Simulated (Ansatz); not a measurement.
## Is this KI structure stable?

The structure comes from a generated guess, relaxed at this level; another structure or a mixture of phases may lie lower.

The calculation used DFT PBE, scalar-relativistic, plane waves, PAW (Ansatz 0.2.0). The final run on the 4-atom cell used 420 eV, a Γ-centred 6×6×4 mesh, 0.02 eV smearing and no spin polarisation.

```
K I
1.0
     6.08888    0.00000    0.00000
    -3.04444    5.27313    0.00000
     0.00000    0.00000    7.11966
K I
2 2
Direct
  0.33333 0.66667 0.75000
  0.66667 0.33333 0.25000
  0.33333 0.66667 0.25000
  0.66667 0.33333 0.75000
```

The zero of energy is the elements' standard structures at the same level; no fitted shifts are applied.

Question: These tests were run: energy against the elements; phonons at Γ; elastic tensor. What do they show?

Answer:

```csv
test,result
energy against the elements,−1.463 eV/atom
phonons at Γ,lowest optical mode 31 cm⁻¹
elastic tensor,least eigenvalue 1 GPa
```

It fails none of these tests. Other phases of the system weren't compared here, so this isn't yet thermodynamic stability. Phonons away from Γ weren't computed.

Spin–orbit coupling, which can matter for I, is left out. The reference form of I is held partly by dispersion forces, which this level lacks. The run for the phonons used a 6×6×4 k mesh. The run for the elastic tensor used a 6×6×4 k mesh.
